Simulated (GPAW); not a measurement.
Cr:

```xyz
2
Lattice="1.1471 -2.4670 0.0000 1.1471 2.4670 0.0000 0.0000 0.0000 4.0643" Properties=species:S:1:pos:R:3 pbc="T T T"
Cr    1.1471   -1.8282    3.0482
Cr    1.1471    1.8282    1.0161
```

This isn't the form of Cr at room conditions, which is bcc.

Base run:

```yaml
Program: GPAW 26.7.0
Functional: PBEsol
Potentials_or_basis: PAW data sets generated in the run's folder for this functional
Cutoff: 600 eV
Basis: pw
k_mesh: 9 × 9 × 5
Occupations: fermi-dirac, width 0.05 eV
Spin: collinear spin, ferromagnetic start
Starting_moments: "[3.0, 3.0] μB"
Hubbard_terms: Cr d U = 6 eV
```

Its results: pressure 116.4 GPa; net moment 8.82 μB per cell; site moments Cr +3.93 μB; largest force 0.479 eV/Å.

Problem. The run is repeated on the same cell with these changes: hubbard terms from Cr d U = 6 eV to Cr d U = 4 eV. What comes out?

Solution. Pressure 87.3 GPa; net moment 7.42 μB per cell; site moments Cr +3.37 μB; largest force 0.580 eV/Å.

Caveats: a pressure of tens of GPa on the cell as given is suspect, and the run, the potentials or the cell itself is likely at fault; the U is typed as a test and isn't derived for this compound.
